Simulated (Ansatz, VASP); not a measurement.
**PtSe2: VASP beside Ansatz**

INCAR

```
SYSTEM = PtSe2
ALGO = Normal
EDIFF = 1E-6
ENCUT = 520
GGA = PE
ISIF = 2
ISMEAR = 0
LASPH = .True.
LCHARG = .False.
LREAL = .False.
LWAVE = .False.
NBANDS = 31
NELM = 100
PREC = Accurate
SIGMA = 0.1
```

File KPOINTS:

```
k-points
0
Gamma
  4 4 4
  0 0 0
```

The input POSCAR:

```
PtSe2
1.0
   -3.4806046260      3.4806046260      2.8972593184
    3.4806046260     -3.4806046260      2.8972593184
    3.4806046260      3.4806046260     -2.8972593184
Pt Se
2 4
Direct
    0.2500000000      0.2500000000      0.0000000000
    0.7500000000      0.7500000000      0.0000000000
    0.6670000000      0.1670000000      0.8340000000
    0.1670000000      0.3330000000      0.5000000000
    0.3330000000      0.8330000000      0.1660000000
    0.8330000000      0.6670000000      0.5000000000
```

Input for Ansatz:

```yaml
crystal:
  lattice:
    - [-3.480604626, 3.480604626, 2.8972593184]
    - [3.480604626, -3.480604626, 2.8972593184]
    - [3.480604626, 3.480604626, -2.8972593184]
  atoms:
    - { symbol: Pt, position: [0.25, 0.25, 0.0] }
    - { symbol: Pt, position: [0.75, 0.75, 0.0] }
    - { symbol: Se, position: [0.667, 0.167, 0.834] }
    - { symbol: Se, position: [0.167, 0.333, 0.5] }
    - { symbol: Se, position: [0.333, 0.833, 0.166] }
    - { symbol: Se, position: [0.833, 0.667, 0.5] }
basis:
  ecutwfc: 420
kpoints:
  mp_grid: { grid: [4, 4, 4] }
hamiltonian:
  xc: pbe
scf:
  occupations: { method: gaussian, width: 0.1 }
  lower_state_search: "off"
output:
  forces: true
  stress: true
  eigenvalues: true
```

Alike in both runs: task single point; functional PBE; k mesh 4 × 4 × 4; occupations gaussian, width 0.1 eV; no spin polarisation.

|  | VASP | Ansatz |
| --- | --- | --- |
| version | VASP 6.6.1 | Ansatz 0.2.0 |
| potentials or method | VASP PAW PBE potentials, release 64 (Pt, Se) | scalar-relativistic, plane waves, PAW |
| plane-wave cutoff (eV) | 520 | 420 |
| valence electrons in the cell | 44 | 100 |

|  | VASP | Ansatz | Ansatz less VASP |
| --- | --- | --- | --- |
| gap on the k mesh at the Fermi level (eV) | none | none | - |
| pressure (GPa) | -12.7 | -12.7 | +0.06 |
| largest component of the traceless stress (GPa) | 3.82 | 3.83 | +0.015 |
| rms of the force components (eV/Å) | 0.098 | 0.097 | -0.0009 |

Atom by atom the forces differ by 0.001 eV/Å (rms over components). A gap of «none» marks a metal or a gap that the smearing closes. The two sets of potentials don't hold the same shells in valence.

Spin-orbit coupling is left out, which matters for the levels of Pt.
